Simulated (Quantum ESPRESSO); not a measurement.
HfN:

```
Hf N
1.0
     0.00000    2.25600    2.25600
     2.25600    0.00000    2.25600
     2.25600    2.25600    0.00000
Hf N
1 1
Direct
  0.00000 0.00000 0.00000
  0.50000 0.50000 0.50000
```

```yaml
Program: Quantum ESPRESSO 7.5
Task: phonons
Functional: PBE
Potentials_or_basis: GBRV 1.5 PBE
Cutoff: 612 eV
Density_cutoff: 4898 eV
k_mesh: 10 × 10 × 10
Occupations: cold, width 0.2 eV
Spin: no spin polarisation
Target_pressure: 40 GPa
Mixing_beta: 0.5
Most_SCF_iterations: 120
SCF_threshold: 4e-10 Ry
```

The cell and the atoms were relaxed first at 40 GPa, to 10.43 Å³/atom (a = 3.090 Å, b = 3.090 Å, c = 3.090 Å, α = 60.00°, β = 60.00°, γ = 60.00°), and the response was taken there.

Question: What is the highest optical frequency at the zone centre?

Answer: 589 cm⁻¹, a mode of symmetry T1u (IR).

Optical modes at Γ, degenerate ones joined:
| cm⁻¹ | components | symmetry | active in |
| --- | --- | --- | --- |
| 589 | 3 | T1u | IR |

Caveat: the cell is more than 3 GPa from zero pressure, which shifts response properties.
